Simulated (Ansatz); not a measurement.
**TiAl: a vibration from a frozen displacement**

Method: Ansatz, DFT r2SCAN, scalar-relativistic, plane waves, PAW. Cutoff 500 eV, Γ-centred 16×16×12 k-points, Gaussian smearing of 0.15 eV. No spin polarisation. Energies are free energies at this smearing, counted from the undisturbed cell; pressure is positive in compression.

Zero of the scan (as given, not relaxed at this level; it stands at -2.0 GPa, and it needn't be the usual structure):

```
Ti Al
1.0
     2.83730    0.00000    0.00000
     0.00000    2.83730    0.00000
     0.00000    0.00000    4.05910
Ti Al
1 1
Direct
  0.00000 0.00000 0.00000
  0.50000 0.50000 0.50000
```

Every Ti atom is moved by x along the Cartesian unit vector (-1.000, 0.000, 0.000); the cell and all other atoms stay fixed. The cell's volume is 32.68 Å³; the moved atoms weigh 47.867 u together and the others 26.982 u. Some rows repeat others by symmetry and weren't run.

```
  x (Å)  ΔE (meV/cell) total force on the moved atoms along the move (eV/Å) pressure (GPa)
-0.3000         208.90                                                1.3548          0.1666
-0.2625         160.95                                                1.2011         -0.3340
-0.2250         118.89                                                1.0411         -0.7755
-0.1875          82.94                                                0.8757         -1.1543
-0.1500          53.27                                                0.7058         -1.4678
-0.1125          30.05                                                0.5323         -1.7137
-0.0750          13.38                                                0.3563         -1.8906
-0.0375           3.35                                                0.1786         -1.9971
 0.0000           0.00                                                0.0000         -2.0327
 0.0375           3.35                                               -0.1786         -1.9971
 0.0750          13.38                                               -0.3563         -1.8906
 0.1125          30.05                                               -0.5323         -1.7137
 0.1500          53.27                                               -0.7058         -1.4678
 0.1875          82.94                                               -0.8757         -1.1543
 0.2250         118.89                                               -1.0411         -0.7755
 0.2625         160.95                                               -1.2011         -0.3340
 0.3000         208.90                                               -1.3548          0.1666
```

Q: What frequency belongs to this motion?

A: The force constant is k = −dF/dx = 4.763 eV/Å², from the parabola through x = -0.0375, 0 and 0.0375. In every cell the moved atoms swing against the rest, so the mass is μ = m₁m₂/(m₁ + m₂) = 17.255 u, and ν̃ = 521.5 cm⁻¹ × √(|k|/μ) = 274 cm⁻¹, at this cell's pressure of -2.0 GPa. To first order in x, and within 1 %, the force on every atom lies along the move and, within each of the two groups, in proportion to the atom's mass, so this is itself a mode at the zone centre of this cell.

Q: How far does the harmonic law reach?

A: At x = -0.300 Å, kx²/2 = 214.32 meV against the computed 208.90 meV (-2.5 %): the well is still close to harmonic there.

Q: The pressure changes with x². What does that say about the frequency under compression?

A: With E = k(V)x²/2, k ∝ V^(−2γ) and x scaling with the cell as V^(1/3), P − P0 = −∂E/∂V = (2γ − 2/3) ΔE/V. At x = 0.0750 Å, V(P − P0) = 32.68 × 0.14211 / 160.2 eV = 28.98 meV and ΔE = 13.38 meV, so γ = 1/3 + V(P − P0)/(2ΔE) = 1.42. This is the Grüneisen parameter of the motion under uniform scaling of the cell: shrinking the cell evenly by 1 % in volume raises the frequency by about 1.42 %.

In a metal these slopes depend on the k mesh and the smearing.